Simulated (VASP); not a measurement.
# Os (Fm-3m) in VASP: RPA correlation energy with PBE

Aim: the RPA correlation energy of Os with PBE.

All numbers are computed with VASP 6.6.1; they aren't measurements. Logs are shortened: lines on timing, memory, paths and dates and some standing lists are left out, and cuts for length are marked.

### Step 1. The structure

Symmetry: Fm-3m, No. 225, cubic system. Conventional cell: a = 3.822 Å, b = 3.822 Å, c = 3.822 Å, α = 90.00°, β = 90.00°, γ = 90.00°. Os (site symmetry m-3m) has 12 Os at 2.70 Å as nearest neighbours.

This isn't the form of Os at room conditions, which is hcp.

### Step 2. RPA correlation energy, PBE

POSCAR reads:

```
Os
1.0
    0.0000000000      1.9111500000      1.9111500000
    1.9111500000      0.0000000000      1.9111500000
    1.9111500000      1.9111500000      0.0000000000
Os
1
Direct
    0.0000000000      0.0000000000      0.0000000000
```

INCAR.step1 reads:

```
PREC = Accurate
ENCUT = 450
EDIFF = 1E-8
ISMEAR = 0
SIGMA = 0.05
LREAL = False
LASPH = True
NELM = 80
ALGO = Fast
LWAVE = True
LCHARG = False
GGA = PE
```

INCAR.step2 reads:

```
PREC = Accurate
ENCUT = 450
EDIFF = 1E-8
ISMEAR = 0
SIGMA = 0.05
LREAL = False
LASPH = True
NELM = 1
ALGO = EIGENVAL
LWAVE = False
LCHARG = False
GGA = PE
LHFCALC = True
AEXX = 1.0
ALDAC = 0.0
AGGAC = 0.0
ISTART = 1
PRECFOCK = Fast
```

INCAR.step3 reads:

```
PREC = Accurate
ENCUT = 450
EDIFF = 1E-8
ISMEAR = 0
SIGMA = 0.05
LREAL = False
LASPH = True
NELM = 1
ALGO = Exact
LWAVE = True
LCHARG = False
GGA = PE
NBANDS = 314
LOPTICS = True
ISTART = 1
```

INCAR.step4 reads:

```
PREC = Accurate
ENCUT = 450
EDIFF = 1E-8
ISMEAR = 0
SIGMA = 0.05
LREAL = False
LASPH = True
NELM = 80
ALGO = ACFDT
LWAVE = False
LCHARG = False
GGA = PE
NBANDS = 314
ENCUTGW = 250
NOMEGA = 12
ISTART = 1
PRECFOCK = Fast
```

KPOINTS reads:

```
Automatic mesh
0
Gamma
  8 8 8
```

Potentials or basis: VASP PAW PBE potentials, release 64 (Os_sv_GW).

The run is started by

```sh
cat potpaw_PBE.64/Os_sv_GW/POTCAR > POTCAR
cp INCAR.step1 INCAR
mpirun -np 1 vasp_std > vasp.out
cp INCAR.step2 INCAR
mpirun -np 1 vasp_std > vasp.out
cp INCAR.step3 INCAR
mpirun -np 1 vasp_std > vasp.out
cp INCAR.step4 INCAR
mpirun -np 1 vasp_std > vasp.out
```

OUTCAR:

```text
PREC = Accurate
   ENCUT = 450
   EDIFF = 1E-8
   ISMEAR = 0
   LREAL = False
   LASPH = True
   NELM = 80
   GGA = PE
   ENCUTGW = 250
   ISTART = 1
   PRECFOCK = Fast

 ion  position               nearest neighbor table
   1  0.000  0.000  0.000-

  LATTYP: Found a face centered cubic cell.
 ALAT       =     3.8223000000

  Lattice vectors:

 A1 = (   0.0000000000,   1.9111500000,   1.9111500000)
 A2 = (   1.9111500000,   0.0000000000,   1.9111500000)
 A3 = (   1.9111500000,   1.9111500000,   0.0000000000)

Analysis of symmetry for initial positions (statically):
=====================================================================
 Subroutine PRICEL returns:
 Original cell was already a primitive cell.

 Routine SETGRP: Setting up the symmetry group for a
 face centered cubic supercell.

 Subroutine GETGRP returns: Found 48 space group operations
 (whereof 48 operations were pure point group operations)
 out of a pool of 48 trial point group operations.

The static configuration has the point symmetry O_h .

Analysis of symmetry for dynamics (positions and initial velocities):
=====================================================================
 Subroutine PRICEL returns:
 Original cell was already a primitive cell.

 Routine SETGRP: Setting up the symmetry group for a
 face centered cubic supercell.

 Subroutine GETGRP returns: Found 48 space group operations
 (whereof 48 operations were pure point group operations)
 out of a pool of 48 trial point group operations.

The dynamic configuration has the point symmetry O_h .

 Subroutine INISYM returns: Found 48 space group operations
 (whereof 48 operations are pure point group operations),
 and found     1 'primitive' translations

----------------------------------------------------------------------------------------

                                     Primitive cell

  volume of cell :      13.9609

  direct lattice vectors                    reciprocal lattice vectors
     0.000000000  1.911150000  1.911150000    -0.261622583  0.261622583  0.261622583
     1.911150000  0.000000000  1.911150000     0.261622583 -0.261622583  0.261622583
     1.911150000  1.911150000  0.000000000     0.261622583  0.261622583 -0.261622583

  length of vectors
     2.702774250  2.702774250  2.702774250     0.453143607  0.453143607  0.453143607

  position of ions in fractional coordinates (direct lattice)
     0.000000000  0.000000000  0.000000000

  ion indices of the primitive-cell ions
   primitive index   ion index
                 1           1

----------------------------------------------------------------------------------------

 KPOINTS: Automatic mesh

Automatic generation of k-mesh.
 Grid dimensions read from file:
 generate k-points for:    8    8    8

 Generating k-lattice:

  Cartesian coordinates                     Fractional coordinates (reciprocal lattice)
    -0.032702823  0.032702823  0.032702823     0.125000000  0.000000000  0.000000000
     0.032702823 -0.032702823  0.032702823     0.000000000  0.125000000  0.000000000
     0.032702823  0.032702823 -0.032702823     0.000000000  0.000000000  0.125000000

  Length of vectors
     0.056642951  0.056642951  0.056642951

  Shift w.r.t. Gamma in fractional coordinates (k-lattice)
     0.000000000  0.000000000  0.000000000

 Subroutine IBZKPT returns following result:
 ===========================================

 Found     29 irreducible k-points:

 Following reciprocal coordinates:
            Coordinates               Weight
  0.000000  0.000000  0.000000      1.000000
  0.125000  0.000000  0.000000      8.000000
  0.250000  0.000000  0.000000      8.000000
  0.375000  0.000000  0.000000      8.000000
  0.500000  0.000000  0.000000      4.000000
  0.125000  0.125000  0.000000      6.000000
[... 16 lines left out ...]
  0.500000  0.250000  0.125000     48.000000
 -0.375000  0.250000  0.125000     24.000000
 [... further k-points ...]
   k-points           NKPTS =     29   k-points in BZ     NKDIM =    512   number of bands    NBANDS=    314
   number of dos      NEDOS =    301   number of ions     NIONS =      1
   total plane-waves  NPLWV =   8000
   dimension x,y,z NGX =    20 NGY =   20 NGZ =   20
   dimension x,y,z NGXF=    40 NGYF=   40 NGZF=   40
   ions per type =               1
   NGX,Y,Z   is equivalent  to a cutoff of  12.30, 12.30, 12.30 a.u.
   NGXF,Y,Z  is equivalent  to a cutoff of  24.60, 24.60, 24.60 a.u.
 SYSTEM =  unknown system
   PREC   = accura    normal or accurate (medium, high low for compatibility)
   ISTART =      1    job   : 0-new  1-cont  2-samecut
   ICHARG =      0    charge: 1-file 2-atom 10-const
   ISPIN  =      1    spin polarized calculation?
   LNONCOLLINEAR =      F non collinear calculations
   LSORBIT =      F    spin-orbit coupling
   LASPH  =      T    aspherical Exc in radial PAW
   ENCUT  =  450.0 eV  33.07 Ry    5.75 a.u.   4.67  4.67  4.67*2*pi/ulx,y,z
   NELM   =     80;   NELMIN=  2; NELMDL=  0     # of ELM steps
   EDIFF  = 0.1E-07   stopping-criterion for ELM
   LREAL  =      F    real-space projection
   EDIFFG = 0.1E-06   stopping-criterion for IOM
   NSW    =      0    number of steps for IOM
   IBRION =     -1    ionic relax: 0-MD 1-quasi-New 2-CG
   NFREE  =      0    steps in history (QN), initial steepest desc. (CG)
   ISIF   =      0    stress and relaxation
   ISYM   =      3    0-nonsym 1-usesym 2-fastsym
   POTIM  = 0.5000    time-step for ionic-motion
   TEBEG  =    0.0;   TEEND  =   0.0 temperature during run
   PSTRESS=    0.0 pullay stress
   NELECT =      16.0000    total number of electrons
   NUPDOWN=      -1.0000    fix difference up-down
   EMIN   =  10.00;   EMAX   =-10.00  energy-range for DOS
   EFERMI =   0.00;   METHOD = LEGACY
   ISMEAR =     0;   SIGMA  =   0.05  broadening in eV -4-tet -1-fermi 0-gaus
   EFERMI_NEDOS =   21; number of points for ismear=-14 and -15
   IALGO  =     38    algorithm
   IMIX   =      4    mixing-type and parameters
     AMIX     =   0.40;   BMIX     =  1.00
     AMIX_MAG =   1.60;   BMIX_MAG =  1.00
  volume/ion in A,a.u.               =      13.96        94.21
  Fermi-wavevector in a.u.,A,eV,Ry     =   1.713208  3.237493 39.934203  2.935081
  Thomas-Fermi vector in A             =   2.790994
   LORBIT       =      0    0 simple, 1 ext, 2 COOP (PROOUT), +10 PAW based schemes
   GGA     = PE    functional components
   LHFCALC =     T    Hartree Fock is set to
   PRECFOCK=fast      Normal, Fast or Accurate (Low or Medium for compatibility)
   ENCUT4O =  -1.0   cutoff for four orbital integrals eV
   NKREDX  =     1    reduce k-point grid by
   NKREDY  =     1    reduce k-point grid by
   NKREDZ  =     1    reduce k-point grid by
   AEXX    =    1.0000 exact exchange contribution
   HFSCREEN=    0.0000 screening length (either q_TF or 0.3 A-1)
   HFSCREENC=   0.0000 screening length for correlation (either q_TF or 0.3 A-1)
   ENCUTFOCK=  -1.0 apply spherical cutoff to Coloumb kernel
   IVDW    =     0    specifies the selected vdW correction
   LEPSILON=     F    determine dielectric tensor
   LRPA    =     F    only Hartree local field effects (RPA)
   LRPAFORCE           =     F    calculate RPA forces
   ENCUTGW             = 250.0    cutoff for response function in eV
   ENCUTGWSOFT         = 200.0    soft cutoff for Coulomb kernel in GW response function in eV
   ENCUTLF             =  -1.0    cutoff for local field effects
   NELMGW              =     1    number of iterations in solving QP/BSE equation
   NELMHF              =     1    number of iterations in the inner HF iteration
   NKREDLFX            =     1    NKREDLFY  =   1   NKREDLFZ  =   1
 non-spin polarized calculation
 Gauss-broadening in eV      SIGMA  =   0.05
  energy-cutoff  :      450.00
  volume of cell :       13.96
 maximum number of plane-waves:       314
  NGX = 12; NGY = 12; NGZ = 12
   NGX =  9   NGY =  9   NGZ =  9
 maximum number of plane-waves:       137

      cutoff energy     smooth cutoff   RPA   correlation   Hartree contr. to MP2
---------------------------------------------------------------------------------
            250.000           200.000      -26.7224660071      -71.3324006593
            238.095           190.476      -26.4383637763      -71.0112381062
            226.757           181.406      -26.1478329386      -70.6812097321
            215.959           172.768      -25.8521173249      -70.3441015077
            205.676           164.541      -25.5515899080      -70.0007392052
            195.882           156.705      -25.2482063539      -69.6537258848
            186.554           149.243      -24.9416044866      -69.3027367151
            177.670           142.136      -24.6335754406      -68.9496592540
  linear regression
  converged value                          -29.7815469921      -74.8267378728
```

It took 27 min on 1 thread of Intel Xeon 6975P-C (Granite Rapids), shared host; peak memory 1 GiB.

Results:

- Band gap on the k mesh, mean-field level: none (metal or under the smearing width)
- RPA correlation energy: -29.782 eV/atom
- RPA total energy per cell: -45.063 eV
- RPA correlation energy per cell: -29.782 eV

Levels at points of the mesh, in eV from the Fermi level:
```csv
k point,band 6,band 7,band 8,band 9,band 10,band 11
"(0.00, 0.00, 0.00)",-2.79,-2.79,-2.79,0.28,0.28,13.57
"(0.50, 0.00, 0.00)",-2.96,-2.96,0.00,2.71,2.71,9.29
"(0.50, 0.50, 0.00)",-6.69,2.58,2.67,3.42,3.42,12.23
```

Caveat: the ground state has no gap, which makes the many-body step unreliable. The run has no spin-orbit coupling, so splittings on Os are missing.
